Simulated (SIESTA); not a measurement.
Crystal: TiO2.

```
Ti O
1.0
     4.59984    0.00000    0.00000
     0.00000    4.59984    0.00000
     0.00000    0.00000    2.95921
Ti O
2 4
Direct
  0.00000 0.00000 0.50000
  0.50000 0.50000 0.00000
  0.30432 0.30432 0.50000
  0.19568 0.80432 0.00000
  0.80432 0.19568 0.00000
  0.69568 0.69568 0.50000
```

The cell is a database's computed one.

Base run:

```yaml
Program: SIESTA 5.4.2
Functional: LDA
Potentials_or_basis: PseudoDojo 0.4 standard (LDA files)
Basis: DZP (energy shift 0.003 Ry; two zetas on semicore shells)
Grid_cutoff: 800 Ry
Energy_shift: 0.003 Ry
k_mesh: 6 × 6 × 9
Occupations: fermi-dirac, width 0.05 eV
Spin: no spin polarisation
```

Its results: band gap on the k mesh 1.68 eV, direct; pressure -5.3 GPa; largest force 0.056 eV/Å.

Q: The run is repeated on the same cell with these changes: functional from LDA to BLYP; potentials or basis from PseudoDojo 0.4 standard (LDA files) to PseudoDojo 0.4 standard (PBE files). What comes out?

A: Band gap on the k mesh 1.76 eV, direct; pressure 13.9 GPa; largest force 0.147 eV/Å.

Caveats: the basis of atomic orbitals isn't converged, which shifts pressures, moduli and gaps; the potentials were made for another functional, which shifts forces and pressure (some runs).
